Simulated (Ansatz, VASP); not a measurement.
# KF (Carobbiite) in VASP and in Ansatz

POSCAR

```
KF
1.0
    0.0000000000      2.7111063201      2.7111063201
    2.7111063201      0.0000000000      2.7111063201
    2.7111063201      2.7111063201      0.0000000000
K F
1 1
Direct
    0.0000000000      0.0000000000      0.0000000000
    0.5000000000      0.5000000000      0.5000000000
```

INCAR.step1

```
SYSTEM = KF
PREC = Accurate ; ENCUT = 520
ISMEAR = 0 ; SIGMA = 0.01
LREAL = .False. ; LASPH = .True.
NELM = 60 ; NBANDS = 15
GGA = PE ; ALGO = Normal
EDIFF = 1E-4 ; LWAVE = .True.
LCHARG = .False.
```

Contents of INCAR.step2:

```
SYSTEM = KF
PREC = Accurate ; ENCUT = 520
EDIFF = 1E-6 ; ISMEAR = 0
SIGMA = 0.01 ; LREAL = .False.
LASPH = .True. ; NELM = 60
ALGO = Normal ; ISIF = 2
LWAVE = .False. ; LCHARG = .True.
METAGGA = R2SCAN ; LMIXTAU = .True.
LELF = .True. ; LVHAR = .True.
NBANDS = 15 ; ISTART = 1
```

The input KPOINTS:

```
regular mesh
0
Gamma
  8 8 8
  0 0 0
```

Input for Ansatz:

```yaml
crystal:
  lattice:
    - [0.0, 2.7111063201, 2.7111063201]
    - [2.7111063201, 0.0, 2.7111063201]
    - [2.7111063201, 2.7111063201, 0.0]
  atoms:
    - { symbol: K, position: [0.0, 0.0, 0.0] }
    - { symbol: F, position: [0.5, 0.5, 0.5] }
kpoints:
  mp_grid: { grid: [8, 8, 8] }
hamiltonian:
  xc: r2scan
scf:
  occupations: { method: fixed }
  n_extra_bands: 4
output:
  forces: true
  stress: true
  eigenvalues: true
```

Alike in both runs: task single point; functional r2SCAN; k mesh 8 × 8 × 8; no spin polarisation.

|  | VASP | Ansatz |
| --- | --- | --- |
| version | VASP 6.6.1 | Ansatz 0.2.0 |
| potentials or method | VASP PAW PBE potentials, release 64 (K_sv, F) | plane waves, PAW |
| plane-wave cutoff (eV) | 520 | 500 |
| occupations | gaussian, width 0.01 eV | fixed |
| valence electrons in the cell | 16 | 16 |

|  | VASP | Ansatz | Ansatz less VASP |
| --- | --- | --- | --- |
| gap on the k mesh at the Fermi level (eV) | 6.60 | 6.60 | +0.001 |
| pressure (GPa) | -1.8 | -1.8 | +0.05 |

Caveats: the PAW data sets were made with another functional, which shifts forces and pressure a little (VASP). r2SCAN opens gaps a little over a GGA but as a rule still falls short of measured ones. A k mesh can miss the band edges.
